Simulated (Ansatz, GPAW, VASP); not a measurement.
## GaAs: 3 runs at one level of theory

```
As Ga
1.0
     0.00000    2.82685    2.82685
     2.82685    0.00000    2.82685
     2.82685    2.82685    0.00000
As Ga
1 1
Direct
  0.75000 0.75000 0.75000
  0.00000 0.00000 0.00000
```

Alike in all runs: task single point; functional PBE; k mesh 8 × 8 × 8; occupations gaussian, width 0.02 eV; no spin polarisation; no spin-orbit coupling. Pressure is positive in compression and, in plane waves, holds the error of the finite cutoff.

```tsv
program and potentials	plane-wave cutoff (eV)	notes	band gap (eV)	pressure (GPa)
VASP, PBE PAW files As, Ga_d, 520 eV	520	9 valence electrons an atom on average	0.52	3.46
Ansatz, all-electron LAPW, scalar-relativistic	-	-	0.52	3.27
GPAW, GPAW PAW data sets (gpaw-data 1.2.1)	600	4 valence electrons an atom on average	0.59	4.33
```

The band gap spans 0.52 (VASP, PBE PAW files As, Ga_d, 520 eV) to 0.59 eV (GPAW, GPAW PAW data sets (gpaw-data 1.2.1)), with all-electron results at 0.52. The pressure spans 3.27 (Ansatz, all-electron LAPW, scalar-relativistic) to 4.33 GPa (GPAW, GPAW PAW data sets (gpaw-data 1.2.1)), with all-electron results at 3.27. Spin-orbit coupling, left out here, moves the band edges of heavy atoms.

The functional is the same throughout but for its coding, so the spread measures potentials, basis and numerics; runs on potential files found faulty are left out.

All three runs give GaAs a gap well below the measured one. This is the familiar failing of semilocal functionals, whose Kohn-Sham gap lacks the derivative discontinuity of the exchange-correlation potential. The positive pressures fit PBE's tendency to underbind semiconductors: the cell is close to the experimental one, and the functional would prefer a larger volume. Because the conduction-band minimum at Γ is antibonding and s-like, it falls as the bonds lengthen, so relaxing the cell with PBE would probably narrow the gap further.

VASP matches the all-electron gap of 0.52 eV and lies close to its pressure, whereas GPAW is higher in both quantities. Its valence count places the Ga 3d shell in the core, which probably contributes to the wider gap, since frozen d states cannot repel the As p-like valence-band maximum upwards. The agreement between VASP and the all-electron result therefore supports the potentials used, not PBE's description of the gap. A single volume fixes neither the equilibrium lattice constant nor the bulk modulus.
